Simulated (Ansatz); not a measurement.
**What a trial cell of Ir relaxes into**

All numbers below come from Ansatz 0.2.0, DFT PBE, scalar-relativistic, plane waves, PAW. Cutoff 420 eV, Γ-centred k mesh, Gaussian smearing, no spin polarisation in the final step.

Ir was placed on the sites of a reported O cell (R-3m, No. 166), at a guessed volume.

```yaml
crystal:
  lattice:
    - [1.58858, 0.91717, 3.80397]
    - [-1.58858, 0.91717, 3.80397]
    - [0.00000, -1.83434, 3.80397]
  atoms:
    - { symbol: Ir, position: [0.05770, 0.05770, 0.05770] }
    - { symbol: Ir, position: [0.94230, 0.94230, 0.94230] }
```

Steps on the 6×6×6 mesh (2 atoms). 11 of 14 steps are shown, and the free energy counts from the last. Trial steps that were taken back and renewals of the plane-wave basis can be among the rows.

| step | ΔF (meV/atom) | V (Å³/atom) | P (GPa) | largest force component (eV/Å) |
| --- | --- | --- | --- | --- |
| 1 | 38045.3 | 16.63 | 780.71 | 363.988 |
| 2 | 5482.2 | 17.04 | 123.48 | 47.135 |
| 3 | 2779.7 | 17.06 | 54.97 | 22.449 |
| 5 | 314.0 | 15.35 | 7.77 | 3.425 |
| 6 | 72.8 | 15.11 | 1.58 | 1.164 |
| 7 | 40.7 | 15.12 | -1.40 | 0.150 |
| 8 | 39.8 | 14.99 | 2.65 | 0.150 |
| 9 | 39.4 | 15.09 | -0.11 | 0.015 |
| 10 | 5.6 | 15.09 | 2.08 | 0.043 |
| 12 | 0.2 | 15.20 | -0.81 | 0.010 |
| 14 | 0.0 | 15.16 | -0.01 | 0.001 |

Steps on the 9×9×9 mesh (2 atoms). 4 of 5 steps are shown, and the free energy counts from the last.

```tsv
step	ΔF (meV/atom)	V (Å³/atom)	P (GPa)	largest force component (eV/Å)
1	2.1	15.16	-0.54	0.242
2	1.0	15.06	1.24	0.058
3	0.0	15.14	-0.33	0.003
5	0.0	15.12	0.06	0.005
```

A final relaxation ran on a 24×24×24 mesh. The relaxed crystal, R-3m (No. 166):

```
Ir
1.0
     1.35219    0.78069    4.77458
    -1.35219    0.78069    4.77458
     0.00000   -1.56137    4.77458
Ir
2
Cartesian
  0.0000 0.0000 1.2684
  0.0000 0.0000 13.0554
```

| Property | Result |
| --- | --- |
| Volume per atom | 15.12 Å³ |
| Density | 21.11 g/cm³ |
| Energy over the standard structure | 0.18 eV/atom |
| Gap on the 24×24×24 mesh | 0 eV (a metal) |

Energies count from the standard state of Ir at the same level.

The final run used a 24×24×24 mesh on its 2-atom cell and 0.10 eV smearing. The k mesh leaves about 4 meV/atom of noise in metals. Spin–orbit coupling is left out.

A structure relaxed within its symmetry needn't be a true minimum.